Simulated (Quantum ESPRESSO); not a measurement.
# BN (F-43m) in Quantum ESPRESSO: a series of runs, part 2 of 2

Quantum ESPRESSO 7.5. Earlier steps stand in the parts before.

**3. Single point, LDA, 5.60 Å³/atom**

Input file pw.in:

```
&CONTROL
  calculation = 'scf'
  prefix = 'pwscf'
  outdir = './tmp'
  pseudo_dir = './pseudo'
  tprnfor = .true.
  tstress = .true.
  disk_io = 'nowf'
/
&SYSTEM
  ibrav = 0
  nat = 2
  ntyp = 2
  ecutwfc = 84
  nbnd = 9
  occupations = 'smearing'
  smearing = 'fd'
  degauss = 0.00367493
/
&ELECTRONS
  conv_thr = 4d-10
  electron_maxstep = 120
  mixing_beta = 0.5
/
ATOMIC_SPECIES
N     14.0070 N.upf
B     10.8100 B.upf
CELL_PARAMETERS angstrom
   0.0000000000    1.7759905947    1.7759905947
   1.7759905947    0.0000000000    1.7759905947
   1.7759905947    1.7759905947    0.0000000000
ATOMIC_POSITIONS crystal
N      0.2500000000    0.2500000000    0.2500000000
B      0.0000000000    0.0000000000    0.0000000000
K_POINTS automatic
13 13 13 0 0 0
```

Potentials or basis: PseudoDojo 0.4.1 SR LDA standard.

Command:

```bash
$ OMP_NUM_THREADS=1 pw.x -in pw.in > pw.out
```

pw.out:

```text
This program is part of the open-source Quantum ESPRESSO suite
     for quantum simulation of materials; please cite
[... 9 lines left out ...]
     --------------------
     sticks:   dense  smooth     PW     G-vecs:    dense   smooth      PW
     Sum         511     511    163                 7799     7799    1459

     Using Slab Decomposition

     bravais-lattice index     =            0
     lattice parameter (alat)  =       4.7463  a.u.
     unit-cell volume          =      75.6047 (a.u.)^3
     number of atoms/cell      =            2
     number of atomic types    =            2
     number of electrons       =         8.00
     number of Kohn-Sham states=            9
     kinetic-energy cutoff     =      84.0000  Ry
     charge density cutoff     =     336.0000  Ry
     scf convergence threshold =      4.0E-10
     mixing beta               =       0.5000
     number of iterations used =            8  plain     mixing
     Exchange-correlation= SLA  PW   NOGX NOGC
                           (   1   4   0   0   0   0   0)

     celldm(1)=   4.746293  celldm(2)=   0.000000  celldm(3)=   0.000000
     celldm(4)=   0.000000  celldm(5)=   0.000000  celldm(6)=   0.000000

     crystal axes: (cart. coord. in units of alat)
               a(1) = (   0.000000   0.707107   0.707107 )
               a(2) = (   0.707107   0.000000   0.707107 )
               a(3) = (   0.707107   0.707107   0.000000 )

     reciprocal axes: (cart. coord. in units 2 pi/alat)
               b(1) = ( -0.707107  0.707107  0.707107 )
               b(2) = (  0.707107 -0.707107  0.707107 )
               b(3) = (  0.707107  0.707107 -0.707107 )

     PseudoPot. # 1 for N  read from file:
     N.upf
     Pseudo is Norm-conserving + core correction, Zval =  5.0
     Generated using ONCVPSP code by D. R. Hamann
     Using radial grid of 1058 points,  4 beta functions with:
                l(1) =   0
                l(2) =   0
                l(3) =   1
                l(4) =   1

     PseudoPot. # 2 for B  read from file:
     B.upf
     Pseudo is Norm-conserving + core correction, Zval =  3.0
     Generated using ONCVPSP code by D. R. Hamann
     Using radial grid of 1498 points,  4 beta functions with:
                l(1) =   0
                l(2) =   0
                l(3) =   1
                l(4) =   1

     atomic species   valence    mass     pseudopotential
     N                 5.00    14.00700     N ( 1.00)
     B                 3.00    10.81000     B ( 1.00)

     24 Sym. Ops. (no inversion) found

   Cartesian axes

     site n.     atom                  positions (alat units)
         1        N      tau(   1) = (   0.3535534   0.3535534   0.3535534  )
         2        B      tau(   2) = (   0.0000000   0.0000000   0.0000000  )

     number of k points=    84  Fermi-Dirac smearing, width (Ry)=  0.0037
                       cart. coord. in units 2pi/alat
        k(    1) = (   0.0000000   0.0000000   0.0000000), wk =   0.0009103
        k(    2) = (   0.0543928   0.0543928  -0.0543928), wk =   0.0072827
        k(    3) = (   0.1087857   0.1087857  -0.1087857), wk =   0.0072827
        k(    4) = (   0.1631785   0.1631785  -0.1631785), wk =   0.0072827
        k(    5) = (   0.2175713   0.2175713  -0.2175713), wk =   0.0072827
        k(    6) = (   0.2719641   0.2719641  -0.2719641), wk =   0.0072827
[... 76 lines left out ...]
        k(   83) = (   0.0000000  -0.4351426   0.6527140), wk =   0.0218480
        k(   84) = (  -0.0543928  -0.3807498   0.7071068), wk =   0.0218480

     Dense  grid:     7799 G-vectors     FFT dimensions: (  27,  27,  27)

     Initial potential from superposition of free atoms

     starting charge       7.9998, renormalised to       8.0000
     Starting wfcs are    8 randomized atomic wfcs +    1 random wfcs

     Self-consistent Calculation

     iteration #  1     ecut=    84.00 Ry     beta= 0.50
     Davidson diagonalization with overlap
     ethr =  1.00E-02,  avg # of iterations =  5.1

     total energy              =     -26.81214322 Ry
     estimated scf accuracy    <       0.22969439 Ry

     iteration #  2     ecut=    84.00 Ry     beta= 0.50
     Davidson diagonalization with overlap
     ethr =  2.87E-03,  avg # of iterations =  1.1

     total energy              =     -26.84998226 Ry
     estimated scf accuracy    <       0.02163074 Ry

     iteration #  3     ecut=    84.00 Ry     beta= 0.50
     Davidson diagonalization with overlap
     ethr =  2.70E-04,  avg # of iterations =  1.1

     total energy              =     -26.85111029 Ry
     estimated scf accuracy    <       0.00311043 Ry

     iteration #  4     ecut=    84.00 Ry     beta= 0.50
     Davidson diagonalization with overlap
     ethr =  3.89E-05,  avg # of iterations =  1.3

     total energy              =     -26.85131308 Ry
     estimated scf accuracy    <       0.00003987 Ry

     iteration #  5     ecut=    84.00 Ry     beta= 0.50
     Davidson diagonalization with overlap
     ethr =  4.98E-07,  avg # of iterations =  2.8

     total energy              =     -26.85132132 Ry
     estimated scf accuracy    <       0.00000347 Ry

     iteration #  6     ecut=    84.00 Ry     beta= 0.50
     Davidson diagonalization with overlap
     ethr =  4.34E-08,  avg # of iterations =  1.3

     total energy              =     -26.85132186 Ry
     estimated scf accuracy    <          9.3E-09 Ry

     iteration #  7     ecut=    84.00 Ry     beta= 0.50
     Davidson diagonalization with overlap
     ethr =  1.17E-10,  avg # of iterations =  3.6

     total energy              =     -26.85132188 Ry
     estimated scf accuracy    <          4.9E-09 Ry

     iteration #  8     ecut=    84.00 Ry     beta= 0.50
     Davidson diagonalization with overlap
     ethr =  6.07E-11,  avg # of iterations =  1.0

     End of self-consistent calculation

          k = 0.0000 0.0000 0.0000 (   941 PWs)   bands (ev):

    -8.9005  11.7697  11.7697  11.7697  20.7712  20.7712  20.7712  23.0811
    37.2496

          k = 0.0544 0.0544-0.0544 (   950 PWs)   bands (ev):

    -8.7498  10.9633  11.6038  11.6038  21.0202  21.0202  21.0292  23.5075
    36.9348

          k = 0.1088 0.1088-0.1088 (   968 PWs)   bands (ev):

    -8.3015   9.0444  11.1901  11.1901  21.4797  21.6182  21.6182  24.5687
    36.2528

          k = 0.1632 0.1632-0.1632 (   965 PWs)   bands (ev):

    -7.5702   6.7096  10.6920  10.6920  21.9087  22.2371  22.2371  25.7043
    35.6718

          k = 0.2176 0.2176-0.2176 (   974 PWs)   bands (ev):

    -6.5916   4.3552  10.2401  10.2401  22.2892  22.6118  22.6118  26.5471
    35.4245

          k = 0.2720 0.2720-0.2720 (   984 PWs)   bands (ev):

    -5.4650   2.2474   9.9094   9.9094  22.5751  22.7211  22.7211  27.0524
    35.4718

          k = 0.3264 0.3264-0.3264 (   978 PWs)   bands (ev):

    -4.5168   0.7922   9.7368   9.7368  22.7146  22.7146  22.7254  27.2874
    35.6125

          k = 0.1088-0.0000 0.0000 (   953 PWs)   bands (ev):

    -8.6996  11.2620  11.2620  11.2768  20.4922  21.4429  21.4429  23.5850
    35.4444

          k = 0.1632 0.0544-0.0544 (   969 PWs)   bands (ev):

    -8.3507   9.6985  10.7340  11.1898  20.5423  22.0731  22.1806  24.3224
    33.7641

          k = 0.2176 0.1088-0.1088 (   973 PWs)   bands (ev):

    -7.7136   7.5181  10.1938  10.8116  21.0033  22.5815  22.9085  25.2878
    33.0324

          k = 0.2720 0.1632-0.1632 (   970 PWs)   bands (ev):

    -6.8153   5.1896   9.7601  10.3035  21.5137  22.9554  23.3471  26.1034
    33.3075

          k = 0.3264 0.2176-0.2176 (   981 PWs)   bands (ev):

    -5.7259   3.0030   9.4954   9.8062  21.8604  23.1678  23.4286  26.8178
    34.0981

          k = 0.3807 0.2720-0.2720 (   983 PWs)   bands (ev):

    -4.6635   1.2838   9.4086   9.4247  22.0758  23.2544  23.2911  27.3686
    34.7300

          k =-0.2720-0.3807 0.3807 (   986 PWs)   bands (ev):

    -4.2715   0.7247   9.1634   9.5483  22.2968  23.0967  23.2280  27.5614
    35.0121
[... 303 lines left out ...]
    -5.1773   4.5664   6.5093   8.5611  20.6725  23.8759  25.4909  27.1252
    31.9580

          k =-0.2176-0.4351 0.6527 (   984 PWs)   bands (ev):

    -4.1799   3.3182   5.9514   7.8835  21.1951  23.7727  26.2215  28.0009
    31.6739

          k =-0.1632-0.3807 0.5983 (   981 PWs)   bands (ev):

    -3.3979   2.2824   5.8499   7.4190  21.3705  23.8392  27.2454  28.4792
    30.6948

          k =-0.1632-0.4895 0.7071 (   993 PWs)   bands (ev):

    -3.8429   3.7344   5.7951   6.8026  19.8234  23.9563  26.2981  29.0425
    31.8053

          k =-0.1088-0.4351 0.6527 (   986 PWs)   bands (ev):

    -3.0827   3.1571   5.1090   6.3264  20.5751  24.7462  26.3385  29.1464
    31.1015

          k =-0.0544-0.3807 0.5983 (   994 PWs)   bands (ev):

    -2.8570   2.9950   4.6101   6.4962  21.1351  24.8032  27.3699  28.2696
    30.5843

          k = 0.0000-0.3264 0.5439 (   990 PWs)   bands (ev):

    -3.3393   3.2140   4.8052   7.0899  21.4756  24.1015  26.8134  28.9883
    30.4789

          k =-0.0544-0.4895 0.7071 (   985 PWs)   bands (ev):

    -2.8182   3.2551   5.4175   5.5557  19.3365  23.8361  27.5220  29.5208
    31.9002

          k = 0.0000-0.4351 0.6527 (   984 PWs)   bands (ev):

    -2.6140   3.5714   4.2157   5.8108  20.3565  25.1383  26.7626  28.6344
    31.4946

          k =-0.0544-0.3807 0.7071 (   985 PWs)   bands (ev):

    -2.6299   3.6536   4.4681   5.3325  21.3642  25.2506  26.5213  27.8846
    31.3918

     the Fermi energy is    14.1745 ev

!    total energy              =     -26.85132188 Ry
     estimated scf accuracy    <          7.3E-11 Ry
     smearing contrib. (-TS)   =       0.00000000 Ry
     internal energy E=F+TS    =     -26.85132188 Ry

     The total energy is F=E-TS. E is the sum of the following terms:
     one-electron contribution =       5.29246568 Ry
     hartree contribution      =       3.44848373 Ry
     xc contribution           =      -8.78415042 Ry
     ewald contribution        =     -26.80812087 Ry

     convergence has been achieved in   8 iterations

     Forces acting on atoms (cartesian axes, Ry/au):

     atom    1 type  1   force =    -0.00000000   -0.00000000    0.00000000
     atom    2 type  2   force =     0.00000000    0.00000000    0.00000000

     Total force =     0.000000     Total SCF correction =     0.000000

     Computing stress (Cartesian axis) and pressure

          total   stress  (Ry/bohr**3)                   (kbar)     P=      103.70
   0.00070495  -0.00000000   0.00000000          103.70       -0.00        0.00
  -0.00000000   0.00070495   0.00000000           -0.00      103.70        0.00
   0.00000000   0.00000000   0.00070495            0.00        0.00      103.70

=------------------------------------------------------------------------------=
   JOB DONE.
=------------------------------------------------------------------------------=
```

Wall time 4.5 s (1 thread of Intel Xeon 6985P-C at 2.30GHz (Granite Rapids), shared host); peak memory 0.09 GiB.

What came out:

| Quantity | Value |
| --- | --- |
| Free energy | -365.3308 eV |
| Pressure | 10.4 GPa |
| Band gap on the k mesh | 4.57 eV, indirect (least direct gap 9.00 eV) |

Caveat: an odd mesh through Γ misses points on the zone boundary, where band edges often lie.

**4. Single point, LDA, 5.72 Å³/atom**

Changes to pw.in since step 3:

```diff
@@ -28,5 +28,5 @@
 CELL_PARAMETERS angstrom
-   0.0000000000    1.7759905947    1.7759905947
-   1.7759905947    0.0000000000    1.7759905947
-   1.7759905947    1.7759905947    0.0000000000
+   0.0000000000    1.7884979828    1.7884979828
+   1.7884979828    0.0000000000    1.7884979828
+   1.7884979828    1.7884979828    0.0000000000
 ATOMIC_POSITIONS crystal
```

Command:

```bash
$ OMP_NUM_THREADS=1 pw.x -in pw.in > pw.out
```

It took 4.5 s on 1 thread of Intel Xeon 6985P-C at 2.30GHz (Granite Rapids), shared host; peak memory 0.09 GiB.

It converged, with:

| Property | Result |
| --- | --- |
| Free energy | -365.3396 eV |
| Pressure | 1.5 GPa |
| Band gap on the k mesh | 4.54 eV, indirect (least direct gap 8.90 eV) |

Caveat: an odd mesh through Γ misses points on the zone boundary, where band edges often lie.

**5. Single point, LDA, 5.84 Å³/atom**

Changes to pw.in since step 4:

```diff
@@ -28,5 +28,5 @@
 CELL_PARAMETERS angstrom
-   0.0000000000    1.7884979828    1.7884979828
-   1.7884979828    0.0000000000    1.7884979828
-   1.7884979828    1.7884979828    0.0000000000
+   0.0000000000    1.8008328414    1.8008328414
+   1.8008328414    0.0000000000    1.8008328414
+   1.8008328414    1.8008328414    0.0000000000
 ATOMIC_POSITIONS crystal
```

Command:

```bash
$ OMP_NUM_THREADS=1 pw.x -in pw.in > pw.out
```

Wall time 4.5 s (1 thread of Intel Xeon 6985P-C at 2.30GHz (Granite Rapids), shared host); peak memory 0.09 GiB.

It converged, with:

```yaml
Free_energy: -365.3358 eV
Pressure: -6.6 GPa
Band_gap_on_the_k_mesh: 4.51 eV, indirect (least direct gap 8.80 eV)
```

Caveat: an odd mesh through Γ misses points on the zone boundary, where band edges often lie.

**6. Single point, LDA, 5.96 Å³/atom**

Changes to pw.in since step 5:

```diff
@@ -28,5 +28,5 @@
 CELL_PARAMETERS angstrom
-   0.0000000000    1.8008328414    1.8008328414
-   1.8008328414    0.0000000000    1.8008328414
-   1.8008328414    1.8008328414    0.0000000000
+   0.0000000000    1.8130010000    1.8130010000
+   1.8130010000    0.0000000000    1.8130010000
+   1.8130010000    1.8130010000    0.0000000000
 ATOMIC_POSITIONS crystal
```

Potentials or basis: PseudoDojo 0.4.1 SR LDA standard.

Command:

```bash
$ OMP_NUM_THREADS=1 pw.x -in pw.in > pw.out
```

Wall time 4.4 s (1 thread of Intel Xeon 6985P-C at 2.30GHz (Granite Rapids), shared host); peak memory 0.09 GiB.

It converged, with:

```yaml
Free_energy: -365.3205 eV
Pressure: -13.9 GPa
Band_gap_on_the_k_mesh: 4.48 eV, indirect (least direct gap 8.70 eV)
```

Caveat: an odd mesh through Γ misses points on the zone boundary, where band edges often lie.

**7. Single point, LDA, 6.08 Å³/atom**

Changes to pw.in since step 6:

```diff
@@ -28,5 +28,5 @@
 CELL_PARAMETERS angstrom
-   0.0000000000    1.8130010000    1.8130010000
-   1.8130010000    0.0000000000    1.8130010000
-   1.8130010000    1.8130010000    0.0000000000
+   0.0000000000    1.8250079791    1.8250079791
+   1.8250079791    0.0000000000    1.8250079791
+   1.8250079791    1.8250079791    0.0000000000
 ATOMIC_POSITIONS crystal
```

Command:

```bash
$ OMP_NUM_THREADS=1 pw.x -in pw.in > pw.out
```

Run time: 4.6 s. Hardware: 1 thread of Intel Xeon 6985P-C at 2.30GHz (Granite Rapids), shared host; peak memory 0.09 GiB.

Results (log left out):

- Free energy: -365.2948 eV
- Pressure: -20.6 GPa
- Band gap on the k mesh: 4.45 eV, indirect (least direct gap 8.61 eV)

Caveat: an odd mesh through Γ misses points on the zone boundary, where band edges often lie.

**8. Single point, LDA, 6.20 Å³/atom**

Changes to pw.in since step 7:

```diff
@@ -28,5 +28,5 @@
 CELL_PARAMETERS angstrom
-   0.0000000000    1.8250079791    1.8250079791
-   1.8250079791    0.0000000000    1.8250079791
-   1.8250079791    1.8250079791    0.0000000000
+   0.0000000000    1.8368590123    1.8368590123
+   1.8368590123    0.0000000000    1.8368590123
+   1.8368590123    1.8368590123    0.0000000000
 ATOMIC_POSITIONS crystal
```

Command:

```bash
$ OMP_NUM_THREADS=1 pw.x -in pw.in > pw.out
```

It took 4.6 s on 1 thread of Intel Xeon 6985P-C at 2.30GHz (Granite Rapids), shared host; peak memory 0.09 GiB.

Results (log left out):

* Free energy: -365.2597 eV
* Pressure: -26.6 GPa
* Band gap on the k mesh: 4.42 eV, indirect (least direct gap 8.51 eV)

Caveat: an odd mesh through Γ misses points on the zone boundary, where band edges often lie.

**9. Single point, LDA, 6.32 Å³/atom**

Changes to pw.in since step 8:

```diff
@@ -28,5 +28,5 @@
 CELL_PARAMETERS angstrom
-   0.0000000000    1.8368590123    1.8368590123
-   1.8368590123    0.0000000000    1.8368590123
-   1.8368590123    1.8368590123    0.0000000000
+   0.0000000000    1.8485590667    1.8485590667
+   1.8485590667    0.0000000000    1.8485590667
+   1.8485590667    1.8485590667    0.0000000000
 ATOMIC_POSITIONS crystal
```

Potentials or basis: PseudoDojo 0.4.1 SR LDA standard.

Command:

```bash
$ OMP_NUM_THREADS=1 pw.x -in pw.in > pw.out
```

It took 4.8 s on 1 thread of Intel Xeon 6985P-C at 2.30GHz (Granite Rapids), shared host; peak memory 0.09 GiB.

Results (log left out):

```yaml
Free_energy: -365.2160 eV
Pressure: -32.1 GPa
Band_gap_on_the_k_mesh: 4.39 eV, indirect (least direct gap 8.42 eV)
```

Caveat: the cell as given lies far from equilibrium; an odd mesh through Γ misses points on the zone boundary, where band edges often lie.

**10. Equation of state, LDA**

No new run: the results of the series are fitted here.

Results:

```
Equilibrium volume                      : 5.74 Å³/atom
Bulk modulus                            : 401 GPa
Pressure derivative of the bulk modulus : 3.6
```

Energy against volume, from the lowest point:
```csv
volume (Å³/atom),energy (meV/atom)
5.602,4.38
5.721,0.00
5.840,1.92
5.959,9.56
6.078,22.40
6.198,39.96
6.317,61.80
```

**11. Against experiment**

Step 2. Measured gap of BN: 6.4 eV (indirect; 300 K; a printed reference work, monograph). This calculation gives 4.41 eV (-1.99 eV). The value is that of LDA, without temperature or zero-point motion. Semilocal functionals fall short of measured gaps as a rule. The cell is a database's relaxed one, not the measured one, which moves gaps too.

Step 10. Against the measured bulk modulus of BN, 395 GPa (300 K; quoted in “Effect of nanostructuration on compressibility of cubic BN”, 2012, arxiv:1208.3664), the calculated 401 GPa is off by +1.4 %. The fit is for a static lattice scaled at fixed shape and fixed fractional positions.
